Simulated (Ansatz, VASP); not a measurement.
**Two plane-wave programs on Au**

INCAR

```
SYSTEM = Au
PREC = Accurate ; ENCUT = 520
EDIFF = 1E-8 ; ISMEAR = -1
SIGMA = 0.15 ; LREAL = .FALSE.
LASPH = .TRUE. ; NELM = 100
ALGO = Fast ; ISIF = 2
LWAVE = .FALSE. ; LCHARG = .FALSE.
GGA = PS ; LEFG = .TRUE.
NBANDS = 18
```

The input KPOINTS:

```
Automatic mesh
0
G
  16 16 10
  0 0 0
```

The input POSCAR:

```
Au
1.0
    1.4317814663     -2.4799683627      0.0000000000
    1.4317814663      2.4799683627      0.0000000000
    0.0000000000      0.0000000000      4.7983151564
Au
2
Direct
    0.6666493017      0.3333506983      0.2500000000
    0.3333506983      0.6666493017      0.7500000000
```

Input for Ansatz:

```yaml
crystal:
  lattice:
    - [1.4317814691, -2.479968357, 0.0]
    - [1.4317814691, 2.479968357, 0.0]
    - [0.0, 0.0, 4.7983151578]
  atoms:
    - { symbol: Au, position: [0.6666493027, 0.3333506973, 0.25] }
    - { symbol: Au, position: [0.3333506973, 0.6666493027, 0.75] }
basis:
  ecutwfc: 420
kpoints:
  mp_grid: { grid: [16, 16, 10] }
hamiltonian:
  xc: pbesol
scf:
  occupations: { method: fermi_dirac, width: 0.15 }
output:
  forces: true
  stress: true
  eigenvalues: true
  efg: {}
checkpoint:
  read: start.run
  write: ck
  compress: false
  write_wavefunctions: false
  write_every: 100000
```

Alike in both runs: task electric field gradients; functional PBEsol; k mesh 16 × 16 × 10; occupations fermi-dirac, width 0.15 eV; no spin polarisation.

|  | VASP | Ansatz |
| --- | --- | --- |
| version | VASP 6.6.1 | Ansatz 0.2.0 |
| potentials or method | VASP PAW PBE potentials, release 64 (Au) | scalar-relativistic, plane waves, PAW |
| plane-wave cutoff (eV) | 520 | 420 |
| valence electrons in the cell | 22 | 38 |

Ansatz gave:

```
gap on the k mesh at the Fermi level (eV)                      : none
pressure (GPa)                                                 : 0.0
Vzz of the field gradient on the site that differs most (V/Å²) : 11.5
```

Task: Estimate VASP's values.

Result: gap on the k mesh at the Fermi level (eV): none; pressure (GPa): -0.3; Vzz of the field gradient on the site that differs most (V/Å²): 23.7.

A gap of «none» marks a metal or a gap that the smearing closes. The two sets of potentials don't hold the same shells in valence. Ansatz warned: «gradients_without_spin_orbit».

Caveats: the PAW data sets were made with another functional, which shifts forces and pressure a little (VASP). The runs have no spin-orbit coupling, so splittings on Au are missing.
